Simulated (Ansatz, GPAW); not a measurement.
This is a calculation of Mg for Ansatz 0.2.0. This isn't the form of Mg at room conditions, which is hcp.

input.yaml

```yaml
crystal:
  lattice:
    - [0.0, 2.244256, 2.244256]
    - [2.244256, 0.0, 2.244256]
    - [2.244256, 2.244256, 0.0]
  atoms:
    - { symbol: Mg, position: [0.0, 0.0, 0.0] }
hamiltonian:
  xc: pbesol
  pseudopotentials: { kind: paw }
kpoints:
  mp_grid: { grid: [10, 10, 10] }
scf:
  occupations: { method: gaussian, width: 0.05 }
output:
  forces: true
  stress: true
  eigenvalues: true
  write_density: true
  write_potential: true
  elf: true
  volumetric_format: npy
```

Potentials or basis: Ansatz PAW.

Launch:

```sh
$ ansatz run input.yaml --threads 1 --pin off --max-ram 3584MiB --backend cpu --events-out ev --progress --plain --runs-dir out
```

Task: Translate it to GPAW 26.7.0 (ASE script). Potentials or basis there: PAW data sets generated for this functional, cutoff 800 eV.

Result: As run (cutoffs and basis follow the program's own potentials, and thresholds, step limits or extra output files can differ):

File run.py:

```python
from ase.dft.bandgap import bandgap
from ase.io import read, write
from ase.units import GPa
from gpaw import GPAW, PW, setup_paths

setup_paths.insert(0, '.')

atoms = read('Mg.xyz')

calc = GPAW(mode=PW(800),
            xc='PBEsol',
            kpts={'size': (10, 10, 10), 'gamma': True},
            occupations={'name': 'methfessel-paxton', 'order': 0, 'width': 0.05},
            nbands=12,
            convergence={'density': 1e-05, 'energy': 1e-05},
            maxiter=150,
            txt='gpaw.txt')
atoms.calc = calc
energy = atoms.get_potential_energy()
forces = atoms.get_forces()
stress = atoms.get_stress()
calc.write('gs.gpw')
write('result.traj', atoms)
print(f'Energy: {energy:.6f} eV')
print('Forces (eV/A):')
print(forces.round(4))
print('Stress (GPa):', (stress / GPa).round(3))
print('Fermi level:', round(calc.get_fermi_level(), 4), 'eV')
print(f'Gap: {bandgap(calc)[0]:.4f} eV, direct: {bandgap(calc, direct=True)[0]:.4f} eV')
```

Contents of Mg.xyz:

```xyz
1
Lattice="0.0000000000 2.2442560000 2.2442560000 2.2442560000 0.0000000000 2.2442560000 2.2442560000 2.2442560000 0.0000000000" Properties=species:S:1:pos:R:3 pbc="T T T"
Mg     0.0000000000      0.0000000000      0.0000000000
```

Potentials or basis: PAW data sets generated in the run's folder for this functional, pw.

Command:

```console
$ gpaw-setup -f PBEsol Mg
$ OMP_NUM_THREADS=1 python run.py
```

Both were run:

|  | Ansatz | GPAW |
| --- | --- | --- |
| Pressure | 0.1 GPa | 0.1 GPa |

Ansatz's pressure holds a Pulay term of +0.00 GPa for its cutoff of 420 eV, which the other run lacks.

Ansatz's potentials were made for PBE.

Where Ansatz's input types no cutoff or centring, it takes its own default and a Γ-centred mesh.

Pressure is positive in compression.
